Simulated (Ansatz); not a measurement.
## BN under changes of volume

One of the cells (9.145 Å³/atom); the others are scaled copies at fixed shape and fractional positions:

```xyz
2
Lattice="1.2511 0.7223 3.3729 -1.2511 0.7223 3.3729 0.0000 -1.4447 3.3729" Properties=species:S:1:pos:R:3 pbc="T T T"
N     0.0000    0.0000    6.7517
B     0.0000    0.0000    0.0033
```

The cell is a database's computed one.

* Program: Ansatz 0.2.0
* Functional: LDA
* Potentials or basis: all-electron LAPW, scalar-relativistic
* Cutoff: 527 eV (chosen from the basis error)
* Basis error allowed: 0.001 eV/atom
* k mesh: 12 × 12 × 12
* Occupations: fermi-dirac, width 0.05 eV
* Spin: no spin polarisation

| volume (Å³/atom) | energy over the lowest point (meV/atom) | pressure (GPa) | gap on the mesh (eV) | largest force (eV/Å) |
| --- | --- | --- | --- | --- |
| 8.596 | ? | ? | ? | ? |
| 8.779 | 3.89 | 6.1 | 4.15 | 0.001 |
| 8.962 | 0.00 | 0.8 | 4.12 | 0.001 |
| 9.145 | 1.96 | -4.1 | 4.10 | 0.002 |
| 9.328 | 9.26 | -8.6 | 4.08 | 0.004 |
| 9.510 | 21.42 | -12.7 | 4.05 | 0.005 |
| 9.693 | 38.02 | -16.4 | 4.03 | 0.006 |

Question: What does the run at 8.596 Å³/atom give?

Answer: Energy over the lowest point 14.20 meV/atom; pressure 12.0 GPa; gap on the mesh 4.17 eV; largest force 0.002 eV/Å.

Worked out: A Birch-Murnaghan fit of order 3 (a polynomial in V^(-2/3)) to the other rows has its minimum at 8.99 Å³/atom with B0 = V·E''(V) = 249 GPa and B' = 3.6 at fixed shape and positions, which overstates the stiffness. It gives 14.24 meV/atom at 8.596 Å³/atom, against the run's 14.20, and -dE/dV = 12.1 GPa, against 12.0. A straight line through the other rows of the gap, of slope -1.2 eV per unit of ln V, extrapolates to 4.17 eV, against the run's 4.17.

Energies are extrapolated to zero smearing.

A mesh can miss the band edges.
